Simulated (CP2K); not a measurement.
**CoO in CP2K: the effect of pseudo set**

Crystal: CoO.

```
Co O
1.0
     3.01440    0.00000    0.00000
     1.50720    2.61054    0.00000
     1.50720    0.87018    2.46124
Co O
1 1
Direct
  0.00000 0.00000 0.00000
  0.50000 0.50000 0.50000
```

Alike in all runs:

| Property | Result |
| --- | --- |
| Program | CP2K 2026.2 |
| Task | band structure |
| Functional | PBE |
| Density cutoff | 8163 eV |
| k mesh | 11 × 11 × 11 |
| Occupations | fermi-dirac, width 0.05 eV |
| Spin | collinear spin, ferromagnetic start |
| Starting moments | [2.0, 0.0] μB |

```csv
pseudo set,pressure (GPa),moment (μB)
PBE,-1.1,2.99
PADE,?,?
BLYP,-1.5,2.99
SCAN,-0.6,2.99
PBE0,-0.8,2.96
```

**Question.** What does the run with pseudo set PADE give?

**Answer.** Pressure -2.5 GPa; moment 3.00 μB.

Caveats: the basis of atomic orbitals isn't converged, which shifts pressures, moduli and gaps; the total moment is fixed, so each spin has its own Fermi level; a cell with one magnetic atom can't hold antiferromagnetic order, which such compounds often take; the potentials were made for another functional, which shifts forces and pressure (some runs).
